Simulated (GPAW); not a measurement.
# W (Im-3m) in GPAW: settings compared

The runs below take W through relaxation of cell and atoms, with revPBE, BLYP.

Program: GPAW 26.7.0. These are calculated values, not measurements. Logs are shortened: lines on timing, memory, paths and dates and some standing lists are left out, and cuts for length are marked. The log counts tension as positive stress, the text compression.

### 1 The structure

The structure is cubic, space group Im-3m (No. 229). Conventional cell: a = 3.165 Å, b = 3.165 Å, c = 3.165 Å, α = 90.00°, β = 90.00°, γ = 90.00°. W (site symmetry m-3m) is surrounded by 8 W at 2.74 Å.

### 2 Relaxation of cell and atoms, revPBE

run.py

```python
from ase import Atoms
from ase.filters import FrechetCellFilter
from ase.io import write
from ase.optimize import BFGS
from gpaw import GPAW, PW

atoms = Atoms(['W'],
              cell=[[-1.582345, 1.582345, 1.582345],
                    [1.582345, -1.582345, 1.582345],
                    [1.582345, 1.582345, -1.582345]],
              scaled_positions=[[0.0, 0.0, 0.0]],
              pbc=True)

calc = GPAW(mode=PW(600),
            xc='revPBE',
            kpts={'size': (12, 12, 12), 'gamma': True},
            occupations={'name': 'fermi-dirac', 'width': 0.05},
            nbands=16,
            convergence={'density': 1e-05, 'forces': 0.0001},
            maxiter=150,
            txt='gpaw.txt')
atoms.calc = calc
opt = BFGS(FrechetCellFilter(atoms), trajectory='relax.traj', logfile='-')
done = opt.run(fmax=0.02, steps=60)
calc.write('gs.gpw')
write('result.traj', atoms)
print('Converged:', done)
print('Cell:', atoms.cell.cellpar().round(4))
print('Volume:', round(atoms.get_volume(), 4))
print(atoms.get_scaled_positions().round(5))
```

Potentials or basis: the program's PAW data sets (release 1.2.1) made for this functional, pw.

Run with:

```bash
OMP_NUM_THREADS=1 python run.py
```

gpaw.txt:

```text
__  _  _
 | _ |_)|_||  |
 |__||  | ||/\| - 26.7.0

Input parameters:
  mode=PW(ecut=600.0),
  convergence={'density': 1e-05, 'forces': 0.0001},
  kpts=MonkhorstPack(size=(12, 12, 12), gamma=True),
  maxiter=150,
  nbands=16,
  occupations=Occupations(name='fermi-dirac', width=0.05),
  xc=XC(name='revPBE')

Diagonalizing LCAO Hamiltonian
Converting LCAO to pw mode

       W

Atoms  # Å, Bohr magnetons
|   | symbol |        x |        y |        z |    initial magnetic moments |
|---|--------|----------|----------|----------|-----------------------------|
| 0 |      W | 0.000000 | 0.000000 | 0.000000 | ( 0.0000,  0.0000,  0.0000) |

Unit cell  # Å
| periodic |         x |         y |         z |  lengths |     angles |
|----------|-----------|-----------|-----------|----------|------------|
|      yes | -1.582345 |  1.582345 |  1.582345 | 2.740702 | 109.471221 |
|      yes |  1.582345 | -1.582345 |  1.582345 | 2.740702 | 109.471221 |
|      yes |  1.582345 |  1.582345 | -1.582345 | 2.740702 | 109.471221 |

Number of symmetries: 48
Symmetry operations  # r_c * U_cc + t_c -> r_c
|    | kind |            matrix            |
|----|------|------------------------------|
|  0 |  σ   |  1, 1, 1,  0, 0,-1,  0,-1, 0 |
|  1 |  C4  |  1, 1, 1,  0, 0,-1, -1, 0, 0 |
|  2 |  C2  |  1, 1, 1,  0,-1, 0,  0, 0,-1 |
|  3 |  S6  |  1, 1, 1,  0,-1, 0, -1, 0, 0 |
|  4 |  S6  |  1, 1, 1, -1, 0, 0,  0, 0,-1 |
|  5 |  C4  |  1, 1, 1, -1, 0, 0,  0,-1, 0 |
|  6 |  E   |  1, 0, 0,  0, 1, 0,  0, 0, 1 |
|  7 |  σ   |  1, 0, 0,  0, 1, 0, -1,-1,-1 |
|  8 |  σ   |  1, 0, 0,  0, 0, 1,  0, 1, 0 |
[... 149 lines left out ...]
SCF iterations
|iter     | |      energy | eigst |  dens |force |
|---------|-|-------------|-------|-------|------|
|iter:   1| |  -11.342474 | -0.17 |       |      |
|iter:   2| |  -11.307019 | -3.32 | -1.22 |      |
|iter:   3| |  -11.131540 | -2.20 | -1.25 |      |
|iter:   4| |  -11.135206 | -3.70 | -1.94 |      |
|iter:   5| |  -11.136359c| -4.70 | -2.33 |      |
|iter:   6| |  -11.136356c| -6.69 | -3.76 |      |
|iter:   7| |  -11.136357c| -8.12c| -4.25 |      |
|iter:   8| |  -11.136357c| -8.43c| -5.11c|      |
|iter:   9| |  -11.136357c| -9.77c| -5.72c|-24.15c|

Converged in 9 steps
Energy contributions relative to reference atoms: (reference = -438781.139344)

Energy contributions:
  Kinetic:           8.275573
  Coulomb:          -9.855249
  Zero:              0.004496
  External:          0.000000
  Xc:               -9.558874
  Entropy:          -0.004603
  Spinorbit:         0.000000
  ----------------------------
  Free energy:     -11.138658
  Extrapolated:    -11.136357
[... 11 lines left out ...]
|          4 |         5.108 |     2.000 |
|          5 |        13.467 |     2.000 |
[... 8 lines left out ...]
|         14 |        41.448 |     0.000 |
|         15 |        44.676 |     0.000 |

No gap
No difference between direct/indirect transitions

Stress tensor  # eV/Ang^3
|         x |         y |         z |
|-----------|-----------|-----------|
| -0.054075 | -0.000000 |  0.000000 |
| -0.000000 | -0.054075 |  0.000000 |
|  0.000000 |  0.000000 | -0.054075 |

Forces  # eV/Ang
|       x |       y |        z |
|---------|---------|----------|
| 0.00000 | 0.00000 | -0.00000 |  # W    0

Interpolating wave functions to new cell

       W

Atoms  # Å, Bohr magnetons
|   | symbol |        x |        y |         z |    initial magnetic moments |
|---|--------|----------|----------|-----------|-----------------------------|
| 0 |      W | 0.000000 | 0.000000 | -0.000000 | ( 0.0000,  0.0000,  0.0000) |

Unit cell  # Å
| periodic |         x |         y |         z |  lengths |     angles |
|----------|-----------|-----------|-----------|----------|------------|
|      yes | -1.601836 |  1.601836 |  1.601836 | 2.774461 | 109.471221 |
|      yes |  1.601836 | -1.601836 |  1.601836 | 2.774461 | 109.471221 |
|      yes |  1.601836 |  1.601836 | -1.601836 | 2.774461 | 109.471221 |

Number of symmetries: 48
Symmetry operations  # r_c * U_cc + t_c -> r_c
|    | kind |            matrix            |
|----|------|------------------------------|
|  0 |  σ   |  1, 1, 1,  0, 0,-1,  0,-1, 0 |
|  1 |  C4  |  1, 1, 1,  0, 0,-1, -1, 0, 0 |
|  2 |  C2  |  1, 1, 1,  0,-1, 0,  0, 0,-1 |
|  3 |  S6  |  1, 1, 1,  0,-1, 0, -1, 0, 0 |
|  4 |  S6  |  1, 1, 1, -1, 0, 0,  0, 0,-1 |
|  5 |  C4  |  1, 1, 1, -1, 0, 0,  0,-1, 0 |
|  6 |  E   |  1, 0, 0,  0, 1, 0,  0, 0, 1 |
|  7 |  σ   |  1, 0, 0,  0, 1, 0, -1,-1,-1 |
|  8 |  σ   |  1, 0, 0,  0, 0, 1,  0, 1, 0 |
[... 149 lines left out ...]
SCF iterations
|iter     | |      energy | eigst |  dens |force |
|---------|-|-------------|-------|-------|------|
|iter:   1| |  -11.174122 | -1.03 |       |      |
|iter:   2| |  -11.168637 | -4.22 | -1.77 |      |
|iter:   3| |  -11.146120 | -3.27 | -1.81 |      |
|iter:   4| |  -11.146983 | -4.98 | -2.76 |      |
|iter:   5| |  -11.147378c| -6.01 | -3.06 |      |
|iter:   6| |  -11.147377c| -8.37c| -4.20 |      |
|iter:   7| |  -11.147377c| -7.76c| -4.73 |      |
|iter:   8| |  -11.147377c| -9.44c| -6.02c|      |
|iter:   9| |  -11.147377c|-10.47c| -6.44c|-24.66c|

Converged in 9 steps
Energy contributions relative to reference atoms: (reference = -438781.139344)

Energy contributions:
  Kinetic:           2.949833
  Coulomb:          -5.340695
  Zero:              0.003761
  External:          0.000000
  Xc:               -8.758360
  Entropy:          -0.003831
  Spinorbit:         0.000000
  ----------------------------
  Free energy:     -11.149293
  Extrapolated:    -11.147377
[... 11 lines left out ...]
|          4 |         4.671 |     2.000 |
|          5 |        12.886 |     2.000 |
[... 8 lines left out ...]
|         14 |        40.218 |     0.000 |
|         15 |        43.120 |     0.000 |

No gap
No difference between direct/indirect transitions

Stress tensor  # eV/Ang^3
|         x |         y |         z |
|-----------|-----------|-----------|
|  0.016414 | -0.000000 | -0.000000 |
| -0.000000 |  0.016414 |  0.000000 |
| -0.000000 |  0.000000 |  0.016414 |

Forces  # eV/Ang
|       x |        y |        z |
|---------|----------|----------|
| 0.00000 | -0.00000 | -0.00000 |  # W    0

Interpolating wave functions to new cell

       W

Atoms  # Å, Bohr magnetons
|   | symbol |        x |         y |         z |    initial magnetic moments |
|---|--------|----------|-----------|-----------|-----------------------------|
| 0 |      W | 0.000000 | -0.000000 | -0.000000 | ( 0.0000,  0.0000,  0.0000) |

Unit cell  # Å
| periodic |         x |         y |         z |  lengths |     angles |
|----------|-----------|-----------|-----------|----------|------------|
|      yes | -1.597146 |  1.597146 |  1.597146 | 2.766338 | 109.471221 |
|      yes |  1.597146 | -1.597146 |  1.597146 | 2.766338 | 109.471221 |
|      yes |  1.597146 |  1.597146 | -1.597146 | 2.766338 | 109.471221 |

Number of symmetries: 48
Symmetry operations  # r_c * U_cc + t_c -> r_c
|    | kind |            matrix            |
|----|------|------------------------------|
|  0 |  σ   |  1, 1, 1,  0, 0,-1,  0,-1, 0 |
|  1 |  C4  |  1, 1, 1,  0, 0,-1, -1, 0, 0 |
|  2 |  C2  |  1, 1, 1,  0,-1, 0,  0, 0,-1 |
|  3 |  S6  |  1, 1, 1,  0,-1, 0, -1, 0, 0 |
|  4 |  S6  |  1, 1, 1, -1, 0, 0,  0, 0,-1 |
|  5 |  C4  |  1, 1, 1, -1, 0, 0,  0,-1, 0 |
|  6 |  E   |  1, 0, 0,  0, 1, 0,  0, 0, 1 |
|  7 |  σ   |  1, 0, 0,  0, 1, 0, -1,-1,-1 |
|  8 |  σ   |  1, 0, 0,  0, 0, 1,  0, 1, 0 |
[... 149 lines left out ...]
SCF iterations
|iter     | |      energy | eigst |  dens |force |
|---------|-|-------------|-------|-------|------|
|iter:   1| |  -11.150285 | -2.32 |       |      |
|iter:   2| |  -11.149961 | -5.52 | -2.40 |      |
|iter:   3| |  -11.148447c| -4.48 | -2.44 |      |
|iter:   4| |  -11.148473c| -6.24 | -3.39 |      |
|iter:   5| |  -11.148489c| -7.32 | -3.69 |      |
|iter:   6| |  -11.148489c| -8.18c| -5.01c|      |
|iter:   7| |  -11.148489c| -8.94c| -5.35c|-24.60c|

Converged in 7 steps
Energy contributions relative to reference atoms: (reference = -438781.139344)

Energy contributions:
  Kinetic:           4.193423
  Coulomb:          -6.397969
  Zero:              0.003959
  External:          0.000000
  Xc:               -8.945900
  Entropy:          -0.004005
  Spinorbit:         0.000000
  ----------------------------
  Free energy:     -11.150492
  Extrapolated:    -11.148489
[... 11 lines left out ...]
|          4 |         4.774 |     2.000 |
|          5 |        13.023 |     2.000 |
[... 8 lines left out ...]
|         14 |        40.509 |     0.000 |
|         15 |        43.489 |     0.000 |

No gap
No difference between direct/indirect transitions

Stress tensor  # eV/Ang^3
|         x |        y |         z |
|-----------|----------|-----------|
|  0.000428 | 0.000000 | -0.000000 |
|  0.000000 | 0.000428 |  0.000000 |
| -0.000000 | 0.000000 |  0.000428 |

Forces  # eV/Ang
|        x |       y |        z |
|----------|---------|----------|
| -0.00000 | 0.00000 | -0.00000 |  # W    0

# Writing to gs.gpw (mode='')
```

Wall time 20 s (1 thread of Arm Neoverse V2, shared host); peak memory 0.17 GiB.

What came out:

* Free energy: -11.1505 eV
* Relaxed volume: 16.30 Å³/atom
* Relaxed cell: a = 2.766 Å, b = 2.766 Å, c = 2.766 Å, α = 109.47°, β = 109.47°, γ = 109.47°
* Space group after relaxing (to 0.05 Å): Im-3m (No. 229)
* Energy gained by relaxing: 12.1 meV/atom
* Ionic steps: 3
* Pressure after relaxing: -0.1 GPa
* Band gap on the k mesh: none (metal or under the smearing width)

The path:
| step | energy change (eV) | largest force (eV/Å) | pressure (GPa) | volume (Å³) |
| --- | --- | --- | --- | --- |
| 1 | 0.0000 | 0.0000 | 8.66 | 15.85 |
| 2 | -0.0110 | 0.0000 | -2.63 | 16.44 |
| 3 | -0.0121 | 0.0000 | -0.07 | 16.30 |

Final structure:
```
W
1.0
    -1.59715    1.59715    1.59715
     1.59715   -1.59715    1.59715
     1.59715    1.59715   -1.59715
W
1
Direct
  0.00000 0.00000 0.00000
```

Caveat: later steps reuse the first step's grids. The run has no spin-orbit coupling, so splittings on W are missing.

### 3 Relaxation of cell and atoms, BLYP

run.py

```python
from ase.filters import FrechetCellFilter
from ase.io import read, write
from ase.optimize import BFGS
from gpaw import GPAW, PW, setup_paths

setup_paths.insert(0, '.')

atoms = read('POSCAR')

calc = GPAW(mode=PW(600),
            xc='BLYP',
            kpts={'size': (12, 12, 12), 'gamma': True},
            occupations={'name': 'fermi-dirac', 'width': 0.05},
            nbands=16,
            convergence={'density': 1e-05, 'forces': 0.0001},
            eigensolver='davidson',
            maxiter=150,
            txt='gpaw.txt')
atoms.calc = calc
opt = BFGS(FrechetCellFilter(atoms), trajectory='relax.traj', logfile='-')
done = opt.run(fmax=0.02, steps=60)
calc.write('gs.gpw')
write('result.traj', atoms)
print('Converged:', done)
print('Cell:', atoms.cell.cellpar().round(4))
print('Volume:', round(atoms.get_volume(), 4))
print(atoms.get_scaled_positions().round(5))
```

POSCAR

```
W
1.0
   -1.5823450000      1.5823450000      1.5823450000
    1.5823450000     -1.5823450000      1.5823450000
    1.5823450000      1.5823450000     -1.5823450000
W
1
Direct
    0.0000000000      0.0000000000      0.0000000000
```

Potentials or basis: PAW data sets generated in the run's folder for this functional, pw.

Run with:

```bash
gpaw-setup -f BLYP W
OMP_NUM_THREADS=1 python run.py
```

Wall time 21 s (1 thread of Arm Neoverse V2, shared host); peak memory 0.17 GiB.

It converged, with:

```yaml
Free_energy: -9.9274 eV
Relaxed_volume: 16.63 Å³/atom
Relaxed_cell: a = 2.785 Å, b = 2.785 Å, c = 2.785 Å, α = 109.47°, β = 109.47°, γ = 109.47°
Space_group_after_relaxing_to_0.05_Å: Im-3m (No. 229)
Energy_gained_by_relaxing: 32.9 meV/atom
Ionic_steps: 3
Pressure_after_relaxing: -0.2 GPa
Band_gap_on_the_k_mesh: none (metal or under the smearing width)
```

Step by step:
| step | energy change (eV) | largest force (eV/Å) | pressure (GPa) | volume (Å³) |
| --- | --- | --- | --- | --- |
| 1 | 0.0000 | 0.0000 | 14.30 | 15.85 |
| 2 | -0.0305 | 0.0000 | -3.49 | 16.84 |
| 3 | -0.0329 | 0.0000 | -0.18 | 16.63 |

Final structure:
```
W
1.0
    -1.60794    1.60794    1.60794
     1.60794   -1.60794    1.60794
     1.60794    1.60794   -1.60794
W
1
Direct
  0.00000 0.00000 0.00000
```

Levels at points of the mesh, in eV from the Fermi level:
```
           k point  band 3  band 4  band 5  band 6  band 7  band 8  band 9  band 10  band 11  band 12
(0.00, 0.00, 0.00)  -37.88  -37.88   -9.09   -1.15   -1.15   -1.15    2.18     2.18    14.90    14.90
(0.50, 0.50, 0.00)  -38.23  -37.88   -5.80   -3.29    0.84    2.01    2.91     5.70    10.35    11.79
(0.50, 0.50, 0.50)  -38.65  -38.65   -5.30   -5.30    4.79    4.79    4.79     8.10     8.10     8.10
```

Caveat: later steps reuse the first step's grids.
